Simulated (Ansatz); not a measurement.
# Tl: the cost of one run

Computed with Ansatz 0.2.0, driven from Python. Level of theory: DFT PBEsol, plane waves, PAW.

**1. The system**

The structure is hexagonal, space group P6_3/mmc (No. 194). The conventional cell has a = 3.509 Å, b = 3.509 Å, c = 11.266 Å, α = 90.00°, β = 90.00°, γ = 120.00°. Tl (site symmetry -3m) has 12 Tl at 3.47 to 3.51 Å in its first shell of neighbours. Around Tl (site symmetry -6m2) lie 12 Tl at 3.47 to 3.51 Å.

No structure file is read: the coordinates are typed or built in the script.

**2. The script**

strain_tl.py

```python
import warnings

import ansatz as az
import matplotlib.pyplot as plt
import numpy as np

VECTORS = np.array([
    [3.50863758, 0.0, 0.0],
    [-1.75431879, 3.03856927, 0.0],
    [0.0, 0.0, 11.26560463],
])
SITES = [
    ("Tl", (0.0, 0.0, 0.0)),
    ("Tl", (1 / 3, 2 / 3, 0.25)),
    ("Tl", (0.0, 0.0, 0.5)),
    ("Tl", (2 / 3, 1 / 3, 0.75)),
]


def on_lattice(cell):
    crystal = az.Crystal(lattice=az.Lattice.of(cell))
    for symbol, position in SITES:
        crystal = crystal.atom(symbol, position)
    return crystal

warnings.simplefilter("ignore", az.DeckWarning)

values = np.linspace(-0.05, 0.05, 7)
energies = []
for d in values:
    strain = np.diag([d, d, 0])
    cell = VECTORS @ (np.eye(3) + strain)
    model = (
        on_lattice(cell).calculation()
        .functional("PBEsol")
        .basis(510)
        .occupations("Methfessel-Paxton")
        .scf(tolerance=1e-09)
        .kpoints(11, 11, 3)
    )
    summary = model.run(threads=1, pin="off").report
    energies.append(summary["free_energy_ev"] / len(SITES))
    print(f"d = {d:+.4f}  F = {energies[-1]:.5f} eV/atom")
energies = np.array(energies)

for value, e in zip(values, energies):
    print(f"strain {value:7.3f}   E - Emin = {1000 * (e - energies.min()):9.3f} meV/atom")
plt.figure(figsize=(4.5, 3))
plt.plot(values, 1000 * (energies - energies.min()), "o-")
plt.xlabel("strain")
plt.ylabel("meV/atom")
plt.tight_layout()
plt.savefig("strain.png", dpi=100)
curvature = 2 * np.polyfit(values, energies, 3)[1]
volume = abs(np.linalg.det(VECTORS)) / len(SITES)
print(f"d2E/dd2 over the volume: {curvature / volume * 160.21766:.1f} GPa")
```

**3. What the engine is handed**

The engine receives this input (first run):

```yaml
crystal:
  lattice:
    - [3.333205701, 0.0, 0.0]
    - [-1.6666028505, 2.8866408065, 0.0]
    - [0.0, 0.0, 11.26560463]
  atoms:
    - { symbol: Tl, position: [0.0, 0.0, 0.0] }
    - { symbol: Tl, position: [0.3333333333333333, 0.6666666666666666, 0.25] }
    - { symbol: Tl, position: [0.0, 0.0, 0.5] }
    - { symbol: Tl, position: [0.6666666666666666, 0.3333333333333333, 0.75] }
basis:
  ecutwfc: 510.0
kpoints:
  mp_grid:
    grid: [11, 11, 3]
hamiltonian:
  xc: pbesol
scf:
  convergence:
    dr2_threshold: 1.0e-09
  occupations:
    method: methfessel_paxton
```

**4. Launch**

Started as:

```console
> python strain_tl.py
```

Q: Estimate wall time and peak memory on 1 thread of Arm Neoverse V2, shared host.

About 51 s, with a peak of 0.53 GiB.
